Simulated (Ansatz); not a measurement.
# Cu: pressure and energy change per atom against volume scale

Plane-wave DFT, scalar-relativistic PAW made under PBE with cores redone for the functional, no dispersion; the given relaxed cell is scaled uniformly, energy at zero smearing counts from the unscaled cell, pressure at the given Fermi-Dirac smearing is positive in compression. The results are calculated, by Ansatz 0.2.0.

The cell before it is scaled or strained (space group P6/mmm, No. 191):
```
cell vectors (Å)
   4.1262     0.0000     0.0000
  -2.0631     3.5734     0.0000
   0.0000     0.0000     2.4784
atoms (fractions of the cell vectors)
Cu  0.00000  0.00000  0.00000
Cu  0.33333  0.66667  0.50000
Cu  0.66667  0.33333  0.50000
```

Settings of every row: spin polarised no; functional PBE; wave cutoff 420 eV; smearing width 0.1 eV; k mesh 12x12x17.

Atom starting moment: 0 on all atoms.

Limits: the cell comes from a prototype or a list of computed structures and needn't be the stable phase.

```csv
row,volume scale,V (Å³/atom),pressure (GPa),energy change per atom (meV)
1,0.88,10.719,23.66,94.42
2,0.92,11.206,13.79,38.22
3,0.96,11.694,?,?
4,1.04,12.668,-4.8,7.74
5,1.08,13.155,-8.53,28.34
6,1.12,13.643,-11.44,58.99
```

Question: what pressure and energy change per atom should row 3 give?

Worked fit of pressure. Take u = (V_r/V)^(2/3) − 1 with V_r = 12.668 Å³ an atom, which is twice the finite (Eulerian) strain; such expansions in the strain, on which the Birch-Murnaghan equation of state is built, carry the rest volume and the bulk modulus. The shown rows have u = 0.11781, 0.08519, 0, -0.02483, -0.04823. Least squares give pressure = −4.866 + 165.812 × u + 642.29 × u² GPa; a straight line predicts inner rows, each left out in turn, worse (root mean square 1.8 against 0.18 GPa). The rows lie off it by 0.08, -0.13, 0.07, 0.06, -0.07 (root mean square 0.086 GPa). The withheld row has u = 0.05478, so the fit gives −4.866 + 165.812 × (0.05478) + 642.29 × (0.05478)² = 6.14 GPa.

The calculation gave 6.05 GPa. The fit lies 0.09 GPa (1.5 % of the value, 0.26 % of the column's range) above it; its largest miss of a shown row is 0.13 GPa.

Worked fit of energy change per atom. Take u = (V_r/V)^(2/3) − 1 with V_r = 12.668 Å³ an atom, which is twice the finite (Eulerian) strain; such expansions in the strain, on which the Birch-Murnaghan equation of state is built, carry the rest volume and the bulk modulus. The shown rows have u = 0.11781, 0.08519, 0, -0.02483, -0.04823. Least squares give energy change per atom = 7.208 − 557.42 × u + 10967.97 × u² meV; a straight line predicts inner rows, each left out in turn, worse (root mean square 31 against 1.5 meV). The rows lie off it by 0.66, -1.10, 0.53, 0.53, -0.62 (root mean square 0.72 meV). The withheld row has u = 0.05478, so the fit gives 7.208 − 557.42 × (0.05478) + 10967.97 × (0.05478)² = 9.59 meV.

The calculation gave 8.66 meV. The fit lies 0.93 meV (11 % of the value, 1.1 % of the column's range) above it; its largest miss of a shown row is 1.10 meV.
